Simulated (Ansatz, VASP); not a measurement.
# One calculation of KBr, two programs

File INCAR:

```
PREC = Accurate
ENCUT = 520
EDIFF = 1E-6
ISMEAR = 0
SIGMA = 0.05
LREAL = False
LASPH = True
NELM = 60
ALGO = Normal
ISIF = 2
LWAVE = False
LCHARG = False
GGA = PE
NBANDS = 15
```

Contents of KPOINTS:

```
Automatic mesh
0
Gamma
  6 6 6
```

The input POSCAR:

```
KBr
1.0
    0.0000000000      3.2925000000      3.2925000000
    3.2925000000      0.0000000000      3.2925000000
    3.2925000000      3.2925000000      0.0000000000
K Br
1 1
Direct
   -0.0056947608     -0.0056947608      0.0056947608
    0.5000000000      0.5000000000      0.5000000000
```

Input for Ansatz:

```yaml
crystal:
  lattice:
    - [0.0, 3.2925, 3.2925]
    - [3.2925, 0.0, 3.2925]
    - [3.2925, 3.2925, 0.0]
  atoms:
    - { symbol: K, position: [-0.0056947608, -0.0056947608, 0.0056947608] }
    - { symbol: Br, position: [0.5, 0.5, 0.5] }
basis:
  ecutwfc: 420
kpoints:
  mp_grid: { grid: [6, 6, 6] }
hamiltonian:
  xc: pbe
scf:
  occupations: { method: gaussian, width: 0.05 }
output:
  forces: true
  stress: true
  eigenvalues: true
  write_density: true
  write_potential: true
  elf: true
  volumetric_format: npy
```

Change from the starting cell: all K atoms moved +0.037 Å, as atom 1 towards its neighbour atom 2 (Br) at 3.292 Å.

Alike in both runs: task single point; functional PBE; k mesh 6 × 6 × 6; occupations gaussian, width 0.05 eV; no spin polarisation.

```csv
,VASP,Ansatz
version,VASP 6.6.1,Ansatz 0.2.0
potentials or method,"VASP PAW PBE potentials, release 64 (K_sv, Br)","scalar-relativistic, plane waves, PAW"
plane-wave cutoff (eV),520,420
valence electrons in the cell,16,16
```

|  | VASP | Ansatz | Ansatz less VASP |
| --- | --- | --- | --- |
| gap on the k mesh at the Fermi level (eV) | 4.45 | 4.45 | +0.002 |
| least direct gap on the mesh (eV) | 4.45 | 4.45 | +0.002 |
| pressure (GPa) | 0.9 | 0.8 | -0.04 |
| rms of the force components (eV/Å) | 0.028 | 0.027 | -0.0004 |

Atom by atom the forces differ by 0.000 eV/Å (rms over components). With one functional, cell and mesh, what is left measures potentials, basis and numerics.
